## Question

One short cut to an equation of state is to take a relaxed crystal, scale all its edges by the same factor, keep the atoms at the same fractional positions and compute the energy. The table tests this short cut for tetragonal barium titanate. In this crystal the titanium atom sits off the centre of its oxygen cage, displaced along the long axis $c$.

VASP 6.6.1, PBEsol with the recommended PAW PBE potentials, for tetragonal BaTiO3 (space group P4mm, 5 atoms per cell) without spin polarisation. The plane-wave cutoff is 600 eV, the k mesh 8 × 8 × 8 and the Gaussian smearing 0.03 eV. The energy drop is counted from the starting structure of each run.

```csv
volume (relaxed cell) (Å³/atom),c/a (relaxed cell),shortest distance (relaxed cell) (Å),energy drop per atom (meV)
12.030,1.0014,1.912,6.300
12.286,1.0071,1.883,3.000
12.542,1.0154,1.859,0.800
12.796,1.0249,1.841,0.000
13.053,1.0384,1.826,0.900
13.309,1.0541,1.813,3.500
13.566,1.0729,1.802,8.300
```

The row at 12.796 Å³/atom is the relaxed reference cell. Every other run began as a uniformly scaled copy of it; shape and atomic positions were then relaxed at fixed volume. The column "energy drop per atom" is the energy gained in that relaxation, and $c/a$ is the ratio of the long to the short edge.

The elastic constants of the reference cell give its bulk modulus, the resistance to a change of volume, under four conditions. With the atoms frozen at their fractional positions it is 174 GPa, whether the shape is fixed or free. With the atoms free to relax it is 147 GPa at fixed shape and 124 GPa at free shape.

1. What does the energy drop measure, and can it serve as an equation of state?
2. How do the two structural columns show that uniform scaling fails, and what happens in the crystal?
3. Is the frozen shape or are the frozen atoms at the root of the failure?
4. Estimate the energy drop at 13.309 Å³/atom from the bulk moduli.

## Model answer

**1. The drop is the error of the short cut.** It is the energy of the scaled cell less that of the relaxed cell at the same volume. Its zero at the reference is built in, because that run started from a cell already relaxed. The column does have a minimum there, as an equation of state would, but it is lopsided the other way. The drop is larger at the largest volume than at the smallest, whereas the relaxed energy itself rises more on compression (23 meV per atom) than on expansion (13 meV per atom).

The error matters because it grows on both sides of the reference and so makes the energy curve too narrow. The curvature of that curve is what yields the bulk modulus. The scaled cells give 176 GPa and the relaxed cells 125 GPa, so the short cut makes the crystal about 41% too stiff relative to the relaxed result. The pressure needed for a small compression comes out too high by the same proportion.

**2. The shortest distance runs the wrong way for a scaled crystal.** Uniform expansion lengthens every bond. In the table the shortest distance instead falls at every step, from 1.912 Å in the smallest cell to 1.802 Å in the largest. It is the bond from titanium to the nearer oxygen along $c$, since in every row it is shorter than half the $a$ edge, and no bond to the oxygen atoms at the sides can be that short.

The titanium atom therefore moves further off centre as the crystal expands. Its bond to the oxygen on the far side grows from 2.01 to 2.47 Å over the same range. A scaled cell keeps the atom at the same fraction of the edge and so misses this motion. On expansion it leaves titanium too near the centre, and on compression too far from it. The axis ratio departs from uniform scaling as well, since a scaled cell would keep it at 1.025; part 3 takes this up.

The motion can be understood as a competition between two tendencies. Short-range repulsion between the ions holds titanium near the centre of its cage. Long-range electric forces between the displaced ions, together with bonding between titanium d and oxygen p orbitals, pull it off centre. Repulsion fades fastest as the ions move apart, so expansion lets the displacement grow and compression suppresses it. The calculations show the displacement and its trend; they do not divide the energy into these contributions.

**3. The frozen atoms are at the root, and the shape follows them.** If the atoms keep their fractional positions, freeing the shape leaves the modulus at 174 GPa. Such a lattice yields almost equally along $a$ and $c$, so uniform scaling already gives it nearly the right shape. Freeing the atoms at fixed shape lowers the modulus to 147 GPa, and only then does freeing the shape bring a further fall, to 124 GPa.

The link is the polar displacement. When titanium moves further off centre, the crystal gains by stretching along $c$, and the longer axis in turn favours a larger displacement. This is why $c/a$ rises in every row as the volume grows, from nearly 1 in the smallest cell to 1.073 in the largest. Because the two motions assist each other, the error can't be split cleanly into a part due to the atoms and a part due to the shape.

**4. The estimate.** A small change of volume shifts the preferred fractional position of titanium, and with it the preferred axis ratio. The scaled cell keeps the old values of both, so it misses the new ones by amounts proportional to that change. The energy stored in such a mismatch grows as its square. Relaxation releases this energy on compression as well as on expansion.

Near the reference volume $V_0$, where the pressure is zero, the energy per atom rises by $\tfrac12 K V_0 x^2$. Here $K$ is the bulk modulus and $x$ the relative change of volume. The scaled cells follow this law with $K_\text{frozen}$, the relaxed cells with $K_\text{free}$, and both curves start from the same point. The drop is their difference:

$$\Delta E = \tfrac12\,(K_\text{frozen}-K_\text{free})\,V_0\,x^2 .$$

The moduli differ by $174-124=50$ GPa, which is 0.31 eV/Å³, since 1 eV/Å³ is about 160 GPa. At 13.309 Å³/atom the volume is 4% above the reference, so

$$\Delta E \approx \tfrac12 \times 0.31 \times 12.8 \times 0.04^2\ \text{eV} \approx 3.2\ \text{meV}.$$

The table has 3.5 meV. The moduli come from the reference cell alone, so the energy drop of this row did not enter the estimate.

## Remarks on the reasoning

**How far the formula carries.** The output after this text compares it with every row. It is good to about 0.1 meV at 2% from the reference. At 6% it gives 7.2 meV on both sides, where the table has 6.3 on compression and 8.3 on expansion. The mean of these two is 7.3 meV, so the quadratic law gets the average right and misses the lopsidedness.

**What the lopsidedness may mean.** The formula uses the same two moduli at all volumes. One might guess that titanium responds more readily in an expanded lattice, but the bond lengths speak against this. Its distance from the midpoint between its two oxygen neighbours along $c$ changes by about 0.14 Å at 6% on either side. The axis ratio, in contrast, changes about twice as far on expansion as on compression. This need not mean that the expanded lattice stretches more easily. Reversing the displacement would leave the edges unchanged, so the stretch is expected to grow as the square of the displacement, and the table bears this out. From the reference to the largest cell the displacement grows by a factor of about 1.7, and $c/a-1$ by a factor of about 2.9. Equal steps of titanium therefore change the shape more on expansion. How much of the lopsided energy comes from this can't be read from the table.

**What the agreement proves.** The formula is elasticity theory applied to one energy surface, so it must hold for small changes if the runs are sound. That makes it a useful check here. The first energy of each scaled run was reached only after the full 80 electronic cycles allowed, which raises the question whether it had converged. The two energies at 2% from the reference give a curvature within about 1% of the frozen-atom modulus of the separate elastic run. Averaged over both sides, the energy cost of scaling at 4% and 6% is about four and nine times that at 2%, as a quadratic law requires. Both findings speak against a gross error. The case for the mechanism rests on the bond lengths and on the four moduli.

**A constraint that remains.** The relaxed cells are free only within their tetragonal symmetry. At the reference volume the calculation finds a pair of vibrations with imaginary frequency, which means that the energy falls further if the atoms move sideways, off the $c$ axis. The relaxed curve thus describes the tetragonal phase and not the lowest state of the crystal. Vibrations were not computed at the other volumes, so the table leaves open where this instability begins or ends.

**Carrying the idea to a neighbouring case.** Ask which positions and edge ratios the symmetry leaves free, and how strongly they respond to volume. In an ideal cubic perovskite, with every atom on a site fixed by symmetry, there is nothing to relax as long as that symmetry is kept, and uniform scaling is exact. Once an atom can slide along an axis and a change of volume shifts its preferred fractional position, the short cut makes the crystal too stiff. The error is large when that motion is soft and closely tied to the volume, as it is for titanium here.

The analysis program printed:

```
Energies in meV per atom:
     row  scaled cell  relaxed cell  drop  drop from elastic constants       miss
   12.03        29.67         23.35   6.3                        7.183     0.8829
  12.286        13.05          10.1     3                        3.192     0.1924
  12.542        3.414         2.654   0.8                       0.7981  -0.001897
  12.796            0             0     0                            0          0
  13.053        2.204          1.34   0.9                       0.7981    -0.1019
  13.309        9.416         5.872   3.5                        3.192    -0.3076
  13.566        21.13         12.81   8.3                        7.183     -1.117
Axial Ti-O bonds in A:
     row  short bond if scaled  short bond relaxed  long bond relaxed
   12.03                 1.803               1.912               2.01
  12.286                 1.816               1.883              2.081
  12.542                 1.829               1.859              2.155
  12.796                 1.841               1.841              2.225
  13.053                 1.853               1.826              2.303
  13.309                 1.865               1.813              2.384
  13.566                 1.877               1.802              2.472
Bulk modulus from scaled cells (GPa): 175.9
Bulk modulus from relaxed cells (GPa): 125
Excess stiffness of the scaled curve (percent): 40.66
Bulk modulus from pressures of the relaxed cells at 2 percent either side (GPa): 125.3
Elastic constants, ions clamped and shape fixed (GPa): 173.9
Elastic constants, ions clamped and shape free (GPa): 173.9
Elastic constants, ions relaxed and shape fixed (GPa): 147.3
Elastic constants, ions relaxed and shape free (GPa): 124
Relative change of c/a per relative change of volume, from elastic constants with relaxed ions: 0.5649
The same with clamped ions: 0.0117
The same from the relaxed cells at 2 percent either side: 0.56
Mean drop at 6 percent either side (meV per atom): 7.3
Share of the scaled energy cost that is error at 6 percent compression (percent): 21.23
Share of the scaled energy cost that is error at 6 percent expansion (percent): 39.28
```
